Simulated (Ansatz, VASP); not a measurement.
One calculation of Be, two programs

```
CELL_PARAMETERS angstrom
2.11175 0.00000 0.00000
0.00000 2.11175 0.00000
0.00000 0.00000 2.11175
ATOMIC_POSITIONS crystal
Be 0.00000 0.00000 0.00000
```

Alike in both runs: task single point; functional r2SCAN; k mesh 16 × 16 × 16; occupations fermi-dirac, width 0.1 eV; no spin polarisation.

|  | VASP | Ansatz |
| --- | --- | --- |
| version | VASP 6.6.1 | Ansatz 0.2.0 |
| potentials or method | VASP PAW PBE potentials, release 64 (Be) | plane waves (500 eV) with PAW, scalar-relativistic |
| plane-wave cutoff (eV) | 520 | 500 |
| valence electrons in the cell | 2 | 2 |

Ansatz gave:

```
pressure (GPa) : 7.5
```

Q: What did VASP give for the same quantities?

A: Pressure (GPa): 7.6.

Caveats: the PAW data sets were made with another functional, which shifts forces and pressure a little (VASP).
